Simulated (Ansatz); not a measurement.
## Ga2As: balancing the decomposition

These are results of DFT PBE, scalar-relativistic, plane waves, PAW (Ansatz 0.2.0), not measurements. All cells share a 420 eV cutoff and Γ-centred k meshes spaced at most about 0.3 Å⁻¹ (about 0.25 or finer for metals, 2π included). No spin polarisation.

The zero of energy is the elements' standard structures at the same level; no fitted shifts are applied.

All energies are static (0 K, no zero-point motion). The reference form of As is held partly by dispersion forces, which this level lacks.

A trial structure of Ga2As (reached from: SrIr2 type (Fd-3m); relaxed: space group Fd-3m (No. 227), a = 7.800 Å) has a formation energy of 0.297 eV/atom. At its composition the lowest mixture among the elements and 1 reference phase computed alike (others may be missing) consists of these:

```
       phase   source  ΔE_f (eV/atom)
  Ga (solid)  element          -0.001
GaAs (F-43m)      COD          -0.352
```

The lowest database cell of Ga (-0.001) lies slightly below the reference, hence the non-zero entry.

Q: Write the balanced decomposition and find its energy per atom, per formula unit and per mole of formula units.

A: Balancing Ga and As gives Ga2As → Ga + GaAs. The left side holds 3 atoms, and the products take 1/3 (Ga) and 2/3 (GaAs) of them. The mixture therefore lies at 1/3 × (-0.001) + 2/3 × (-0.352) = -0.235 eV/atom. The reaction energy is -0.235 − (0.297) = -0.532 eV/atom. Times 3 atoms that is -1.596 eV per Ga2As, and times 96.485 it is -154 kJ per mole of Ga2As. Decomposition is downhill, so the trial structure is unstable against this mixture.
